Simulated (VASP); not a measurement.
EuO (base): single point with PBE

**What was measured.**

A printed reference work, monograph reports, for a bulk crystal of EuO at 300 K: band gap 1.115 eV (optical).

The system is EuO (base).

```xyz
2
Lattice="0.0000 2.5306 2.5306 2.5306 0.0000 2.5306 2.5306 2.5306 0.0000" Properties=species:S:1:pos:R:3 pbc="T T T"
Eu    0.0000    0.0000    0.0000
O     2.5306    2.5306    2.5306
```

- Program: VASP 6.6.1
- Task: single point
- Functional: PBE
- Potentials or basis: VASP PAW PBE potentials, release 64 (Eu, O)
- Cutoff: 600 eV
- k mesh: 14 × 14 × 14
- Occupations: gaussian, width 0.1 eV
- Spin: collinear spin, ferromagnetic start
- Starting moments: [7.28, 0.0] μB

The pressure is -0.2 GPa, the net moment is 6.94 μB per cell and the site moments are Eu +6.57; O -0.10 μB. The valence electrons inside the program's atomic spheres are Eu 14.83; O 4.96.

Levels at points of the mesh, in eV from the Fermi level:
Spin up:
```csv
k point,band 12,band 13,band 14,band 15,band 16,band 17,band 18,band 19
"(0.00, 0.00, 0.00)",-0.27,-0.20,0.07,0.07,0.07,1.60,1.60,1.60
"(0.50, 0.00, 0.00)",-0.31,-0.31,-0.29,-0.26,2.31,4.50,4.50,5.02
"(0.50, 0.50, 0.00)",-0.40,-0.40,-0.32,-0.05,-0.05,3.64,5.91,6.85
```
Spin down:
| k point | band 4 | band 5 | band 6 | band 7 | band 8 | band 9 | band 10 | band 11 | band 12 | band 13 |
| --- | --- | --- | --- | --- | --- | --- | --- | --- | --- | --- |
| (0.00, 0.00, 0.00) | -17.57 | -17.57 | -3.93 | -3.93 | -3.93 | 0.90 | 2.71 | 2.71 | 2.71 | 3.60 |
| (0.50, 0.00, 0.00) | -17.67 | -16.31 | -5.99 | -5.07 | -5.07 | 3.14 | 3.65 | 4.09 | 4.09 | 4.50 |
| (0.50, 0.50, 0.00) | -18.05 | -18.05 | -3.86 | -3.83 | -3.83 | -0.38 | 4.13 | 4.22 | 4.35 | 4.35 |

It took 4.3 min on 1 thread of Intel(R) Xeon(R) Platinum 8259CL CPU @ 2.50GHz (Skylake/Cascade Lake) (shared host), peak memory 0.31 GiB.

Against the measured gap of EuO, 1.115 eV (optical; 300 K; a printed reference work, monograph), the calculated 0.00 eV is off by -1.11 eV. So large a miss can be the level of theory's own, or it may mean another phase, state or a wrong row. Spin-orbit coupling on Eu is left out. The value is that of PBE on a finite k mesh, which can miss the band edges, without temperature or zero-point motion. Semilocal functionals fall short of measured gaps as a rule. The run's magnetic order (collinear spin, ferromagnetic start) needn't be the measured crystal's.

Caveat: spin-orbit coupling is left out, which moves the levels of the heavy elements; a cell with one magnetic atom can't hold antiferromagnetic order, which such compounds often take; without U or exact exchange the open f shell lies at the Fermi level, which spoils levels, moments and volumes. The state reached can hang on the start; a lower one may exist.
